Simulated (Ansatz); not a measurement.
# WS2 (Tungstenite) (P6_3/mmc) in Ansatz: settings compared

One crystal, WS2 (Tungstenite), is run at these levels: PBE, RPBE+D3(BJ); tasks: single point, relaxation of cell and atoms.

All numbers are computed with Ansatz 0.2.0; they aren't measurements. Logs are shortened: lines on timing, memory, paths and dates and some standing lists are left out, and cuts for length are marked.

### Step 1. The crystal as given

Symmetry: P6_3/mmc, No. 194, hexagonal system. Conventional cell: a = 3.180 Å, b = 3.180 Å, c = 12.500 Å, α = 90.00°, β = 90.00°, γ = 120.00°. W (site symmetry -6m2) is surrounded by 6 S at 2.41 Å. S (site symmetry 3m) has 3 W at 2.41 Å as nearest neighbours.

### Step 2. Single point, PBE

Contents of input.yaml:

```yaml
crystal:
  lattice:
    - [3.18, 0.0, 0.0]
    - [-1.59, 2.753960784, 0.0]
    - [0.0, 0.0, 12.5]
  atoms:
    - { symbol: W, position: [0.6666666667, 0.3333333333, 0.75] }
    - { symbol: W, position: [0.3333333333, 0.6666666667, 0.25] }
    - { symbol: S, position: [0.6666666667, 0.3333333333, 0.375] }
    - { symbol: S, position: [0.3333333333, 0.6666666667, 0.875] }
    - { symbol: S, position: [0.6666666667, 0.3333333333, 0.125] }
    - { symbol: S, position: [0.3333333333, 0.6666666667, 0.625] }
hamiltonian:
  xc: pbe
  pseudopotentials: { kind: paw }
kpoints:
  mp_grid: { grid: [10, 10, 3] }
scf:
  occupations: { method: gaussian, width: 0.014 }
output:
  forces: true
  stress: true
  eigenvalues: true
```

Potentials or basis: Ansatz PAW.

Command:

```sh
$ ansatz run input.yaml --threads 2 --pin off --max-ram 5632MiB --backend cpu --events-out ev --progress --plain --runs-dir out
```

What it wrote:

```text
Warning: RAYON_NUM_THREADS=2 ignored (pool sized by the plan → 2); use --threads N
Engine: ansatz 0.2.0, x86_64-unknown-linux-gnu
Pseudopotentials: kind: paw
Pseudopotential: W, paw, valence charge 14, recommended cutoff 420 eV (normal), W.paw.azcp
Pseudopotential: S, paw, valence charge 6, recommended cutoff 420 eV (normal), S.paw.azcp
Functional definition: PBE
  parameter kappa = 0.804
  parameter beta = 0.06672455060314922
  exchange = pbe_x(kappa = kappa, mu = beta*pi^2/3)
  correlation = pbe_c(beta = beta)
Crystal: 6 atoms, lattice volume = 109.470 Å³
Basis set: ecut = 420 eV, 2129 PW (Γ), exchange–correlation on 48×48×180 points (8 copies of the dense FFT grid, shifted against one another)
Bands: 32, of which v1, the nominal top of the filled ones, is band 26 counted from 1 (25 counted from 0)
Symmetry: 24 space group operations
Space group: P63/mmc (ITA 194), of the structure as read, at distance tolerance 4.8e-5 Å
k-points: 28 of 300
Non-local potential: W, projectors of the file, l = 0: 3, l = 1: 2, l = 2: 2, l = 3: 1
Non-local potential: S, projectors of the file, l = 0: 2, l = 1: 2, l = 2: 2
PAW form: soft (Blöchl's): semilocal exchange-correlation on the pseudo side does not see the compensation charge
PAW one-centre angular grid: W, 590 points (default); XC on 64 Gauss nodes
PAW one-centre angular grid: S, 110 points (default); XC on 64 Gauss nodes
Initial density: superposition of atomic densities (neutral atoms: chi_scale 0, normalization atom), corrected by the library's trained network
Initial wavefunctions: pseudopotential atomic-orbital guess
Functional: x = pbe(κ = 0.804, μ = 0.2195149727645171), c = pbe(β = 0.06672455060314922)
SCF iter   1: F=—  HF=-24382.791118 eV  |F-HF|=—  |Δ(HF+E_count)|=         —  Δρ=5.08e-3  dr2=1.58e-2  ethr=1.77e-3  ⟨swp⟩=6.7  Hψ=4242  notcnv=0
preconditioner: auto → Resta (q_TF=auto, 2.410 Å⁻¹)  ε∞=7.5  [insulator: Δε(μ)=1.113 eV  Ē_g=8.375 eV  σ=0.014 eV  W_gap=1.00  n_scr=26 (ndim 8)  ℏωp=21.3 eV  f_vac=0.025  D(μ)=0.00/eV (n_scr^D=0)  ε∞_Penn≈7.5]
SCF iter   2: F=—  HF=-24382.795645 eV  |F-HF|=—  |Δ(HF+E_count)|=   4.53e-3  Δρ=2.71e-3  dr2=2.07e-3  ethr=3.04e-5  ⟨swp⟩=2.4  Hψ=1573  notcnv=0  defer=38
SCF iter   3: F=—  HF=-24382.799403 eV  |F-HF|=—  |Δ(HF+E_count)|=   3.76e-3  Δρ=1.17e-3  dr2=4.38e-4  ethr=3.99e-6  ⟨swp⟩=2.1  Hψ=1386  notcnv=0  defer=38
SCF iter   4: F=—  HF=-24382.800319 eV  |F-HF|=—  |Δ(HF+E_count)|=   9.16e-4  Δρ=6.44e-5  dr2=5.55e-6  ethr=8.41e-7  ⟨swp⟩=2.0  Hψ=1438  notcnv=0  defer=38
SCF iter   5: F=—  HF=-24382.800337 eV  |F-HF|=—  |Δ(HF+E_count)|=   1.78e-5  Δρ=1.40e-5  dr2=2.53e-7  ethr=1.07e-8  ⟨swp⟩=2.1  Hψ=1446  notcnv=0  defer=38
SCF iter   6: F=-24382.800337 eV  HF=-24382.800337 eV  |F-HF|=1.38e-8  |Δ(HF+E_count)|=   4.21e-8  Δρ=4.91e-6  dr2=3.34e-8  ethr=1.92e-10  ⟨swp⟩=9.0  Hψ=3726  notcnv=0
SCF 1 converged in 6 iterations: F = -24382.800337 eV  dr2 = 3.34e-8
SCF converged after 6 iterations
Free energy (F): -24382.800337 eV
Harris-Foulkes:  -24382.800337 eV  (|F-HF|=1.38e-8)
Internal energy: -24382.800337 eV  (E = F + TS)
E sigma→0 (E₀):  -24382.800337 eV
Fermi energy:    11.825498 eV
--- Per-component energies (eV) ---
  E_band       = -396.018539
  E_kinetic    = 1332.605993
  E_local      = -3640.447664  (includes V_loc(G=0)·N_el)
  E_nonlocal   = 114.706504
  E_hartree    = 1448.733763
  E_xc         = -924.382335
  E_vxc        = -830.173345  (∫ρ·V_xc dr)
  E_paw        = -19526.253362  (= ΣΔE_a)
  E_vpaw       = -270.179412  (= ΣTr[D̂ρ^β])
  E_aug_tail   = -0.000119  (compensation charges beyond the density's cutoff)
  E_ewald      = -3187.763116
  E_smearing   = -0.000000  (= −TS)
  E_closure    = -0.000000  (closes the sum)
  Σ components = -24382.800337   (vs F -24382.800337, Δ=0.00e0)
--- Forces (eV/Å), atoms counted from 1 ---
  atom   1  W      0.00000000    -0.00000000     0.00000000
  atom   2  W      0.00000000     0.00000000    -0.00000000
  atom   3  S     -0.00000000    -0.00000000     0.12905985
  atom   4  S     -0.00000000     0.00000000     0.12905985
  atom   5  S     -0.00000000    -0.00000000    -0.12905985
  atom   6  S     -0.00000000     0.00000000    -0.12905985
  max |Σ_I F_I| component: 2.78e-17 eV/Å
--- Stress (GPa, compression-positive) ---
        1.663245      -0.000000      -0.000000
        0.000000       1.663245      -0.000000
       -0.000000      -0.000000       3.501152
  P = ⅓ Tr σ = 2.2759 GPa (22.759 kbar)
--- Band table (eV; the first three rows and the last of 28) ---
  k-point 0: bands = ["-63.3085", "-63.3085", "-27.5913", "-27.5912", "-27.4383", "-27.4383", "-27.4383", "-27.4383", "-4.2700", "-4.0861", "-2.6973", "-2.3427", "3.7891", "4.7017", "7.6068", "7.7288", "7.7288", "7.7403", "7.7403", "8.9567", "8.9567", "8.9992", "8.9992", "9.6946", "10.1737", "11.2656", "13.5107", "13.5107", "13.5185", "13.5185", "13.6079", "13.6079"]
  k-point 1: bands = ["-63.3085", "-63.3085", "-27.5913", "-27.5912", "-27.4383", "-27.4383", "-27.4383", "-27.4383", "-4.2298", "-4.1388", "-2.6040", "-2.4277", "3.9804", "4.4248", "7.7316", "7.7316", "7.7373", "7.7373", "8.0392", "8.9442", "8.9673", "8.9673", "8.9886", "8.9886", "10.7149", "11.1336", "13.5083", "13.5083", "13.5097", "13.5097", "13.6522", "13.6522"]
  k-point 2: bands = ["-63.3069", "-63.3068", "-27.5853", "-27.5853", "-27.4713", "-27.4713", "-27.4460", "-27.4460", "-4.1055", "-3.9219", "-2.6300", "-2.2909", "3.9850", "4.8956", "7.3084", "7.3313", "7.3322", "7.8859", "7.9044", "8.3736", "8.7023", "8.7504", "9.0320", "9.8829", "10.1730", "10.9559", "13.2915", "13.3817", "13.4521", "13.4725", "13.5330", "13.6279"]
  k-point 27: bands = ["-63.2896", "-63.2896", "-27.7055", "-27.7055", "-27.6336", "-27.6336", "-27.5218", "-27.5218", "-1.7985", "-1.7789", "-1.6481", "-1.6287", "4.8732", "4.9332", "5.0550", "5.0805", "6.2999", "6.3055", "6.6180", "6.7120", "7.3134", "7.4485", "8.2868", "8.4168", "10.4179", "10.4961", "12.6291", "12.6394", "13.7172", "14.1611", "14.4793", "14.5797"]
```

Run time: 4.9 s. Hardware: 2 threads of Intel Xeon at 2.50GHz (Skylake/Cascade Lake), shared host; peak memory 0.43 GiB.

Results:

| Property | Result |
| --- | --- |
| Free energy | -24382.8003 eV |
| Pressure | 2.3 GPa |
| Largest force | 0.129 eV/Å |
| Band gap on the k mesh | 1.12 eV, indirect (least direct gap 2.09 eV) |

Forces in eV/Å, atoms in the order of the input:
```
W    0.000  0.000  0.000
W    0.000  0.000  0.000
S    0.000  0.000  0.129
S    0.000  0.000  0.129
S    0.000  0.000 -0.129
S    0.000  0.000 -0.129
```

Caveat: odd divisions of the mesh miss points on the zone boundary, where band edges often lie, so the gap on the mesh can be too wide; spin-orbit coupling is left out, which moves the levels of the heavy elements; this functional lacks dispersion, which binds the layers, so the pressure and a relaxed spacing across them are unreliable. A k mesh can miss the band edges.

### Step 3. Relaxation of cell and atoms, RPBE+D3(BJ)

Edit input.yaml of step 2 so:

```diff
@@ -13,4 +13,5 @@
 hamiltonian:
-  xc: pbe
+  xc: rpbe
   pseudopotentials: { kind: paw }
+  dispersion: d3bj
 kpoints:
@@ -18,3 +19,3 @@
 scf:
-  occupations: { method: gaussian, width: 0.014 }
+  occupations: { method: fermi_dirac, width: 0.05 }
 output:
@@ -22,2 +23,9 @@
   stress: true
-  eigenvalues: true
+  write_density: true
+  write_potential: true
+  elf: true
+  volumetric_format: npy
+relax:
+  f_tol: 0.01
+  max_steps: 40
+  cell: { stress_tol: 0.05 }
```

Potentials or basis: Ansatz PAW.

Command:

```sh
$ ansatz run input.yaml --threads 2 --pin off --max-ram 5632MiB --backend cpu --events-out ev --progress --plain --runs-dir out
```

Wall time 48 s (2 threads of Intel Xeon at 2.50GHz (Skylake/Cascade Lake), shared host); peak memory 0.46 GiB.

It converged, with:

```
Free energy                            : -24435.3001 eV
Relaxed volume                         : 14.62 Å³/atom
Relaxed cell                           : a = 3.004 Å, b = 3.004 Å, c = 11.229 Å, α = 90.00°, β = 90.00°, γ = 120.00°
Space group after relaxing (to 0.05 Å) : P6_3/mmc (No. 194)
Energy gained by relaxing              : 161.9 meV/atom
Ionic steps                            : 7
Pressure after relaxing                : 0.0 GPa
Band gap on the k mesh                 : 0.33 eV, indirect (least direct gap 1.72 eV)
```

Step by step:
```
step  energy change (eV)  largest force (eV/Å)  volume (Å³)
   1              0.0000                0.3298       109.47
   2             -0.6845                0.2081        98.17
   3             -0.8799                0.2530        91.95
   4             -0.9733                0.1000        87.33
   5             -0.9750                0.0069        87.56
   6             -0.9754                0.0001        87.75
   7             -0.9717                0.0002        87.75
```

Final structure:
```
W S
1.0
     3.00389    0.00000    0.00000
    -1.50195    2.60145    0.00000
     0.00000    0.00000   11.22858
W S
2 4
Cartesian
  1.5019 0.8671 8.4214
  0.0000 1.7343 2.8071
  1.5019 0.8671 4.4085
  0.0000 1.7343 10.0228
  1.5019 0.8671 1.2058
  0.0000 1.7343 6.8201
```

Levels at points of the mesh, in eV from the valence-band top:
```tsv
k point	band 24	band 25	band 26	band 27	band 28	band 29
(0.00, 0.00, 0.00)	-2.08	-0.98	0.00	2.04	2.04	2.35
(0.00, -0.50, 0.00)	-2.29	-1.97	-1.53	2.29	2.77	2.88
```

Caveat: the volume moved by over 15 % at a fixed basis, so the end points are rough; odd divisions of the mesh miss points on the zone boundary, where band edges often lie, so the gap on the mesh can be too wide; the plane-wave basis is chosen anew once the cell has moved, so the energies of steps on either side of that aren't comparable; spin-orbit coupling is left out, which moves the levels of the heavy elements; the volume moved by -20 % from the deposited cell, more than functionals usually miss; the PAW data sets come from PBE, with cores solved anew for the run's functional, which leaves a small shift of forces and pressure. A k mesh can miss the band edges.
